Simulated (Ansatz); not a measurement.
Two G0W0 runs on Te2Mo (layers cut from the bulk crystal).

The cell holds 12 atoms: 8 Te and 4 Mo. Its edges and angles: a = 3.436 Å, b = 3.436 Å, c = 70.500 Å, α = 90.0°, β = 90.0°, γ = 120.0°. It derives from Te2Mo. Regions: layer 1, 3 atoms (2 Te and 1 Mo); layer 2, 3 atoms (2 Te and 1 Mo); layer 3, 3 atoms (2 Te and 1 Mo); layer 4, 3 atoms (2 Te and 1 Mo). Vacuum lies along c.

```xyz
12
Lattice="3.4365 0.0000 0.0000 -1.7182 2.9761 0.0000 0.0000 0.0000 70.5000" Properties=species:S:1:pos:R:3
Te    0.0000    1.9841   23.4334
Mo    1.7182    0.9920   25.2485
Te    0.0000    1.9841   27.0677
Te    1.7182    0.9920   30.1041
Mo    0.0000    1.9841   31.9188
Te    1.7182    0.9920   33.7337
Te    0.0000    1.9841   36.7663
Mo    1.7182    0.9920   38.5812
Te    0.0000    1.9841   40.3959
Te    1.7182    0.9920   43.4323
Mo    0.0000    1.9841   45.2515
Te    1.7182    0.9920   47.0666
```

The structure was relaxed with PBEsol-D3(BJ). The runs that relaxed it are not among those shown. Spin-orbit coupling is left out unless a run names it. PAW set soft_2, made with PBE.

The first (Ansatz 0.2.0; start PBEsol, 9×9×1 mesh, 1637 empty bands, screening to 100 eV; 1 × NVIDIA GB200 with 32 threads of Arm Neoverse V2, shared host) gave, on its mesh: starting gap 0.60 eV, G0W0 gap 0.95 eV, mean of 1 + 4πα/V (set by the cell height) 6.04, 4.5 min.

The second changes empty bands from 1637 to 667 and screening cutoff (eV) from 100.0 to 55. What does it give?

It gave: starting gap 0.60 eV, G0W0 gap 0.87 eV, mean of 1 + 4πα/V (set by the cell height) 6.16, 77 s. The G0W0 gap moves by −0.07 eV, +0.00 eV from the start and −0.07 eV from the correction. Σc changes by +0.32 eV at the valence top and +0.25 eV at the conduction bottom, and Σx − Vxc between them by +0.00 eV.

Limits: not at the basis limit; coarse mesh for a sheet; no spin-orbit coupling.

[Paths, hosts, dates, memory and timing lines, banners, echoed tables and standing remarks are left out of the program output.]

[Logs are printed without paths, hosts, clocks, repeated set-up lines and the standing remarks that a program may print on its own settings, such as how far it seeks lower states.]

[Runs of the session that timed out or met a known fault of the program may be left out.]

[Cells called generated may have been cut or substituted from an entry of the Crystallography Open Database or the Materials Project.]

[Hosts, paths, dates, database ids (printed as entryN), source tags and the programs' standing remarks are cut or masked in the printed files.]
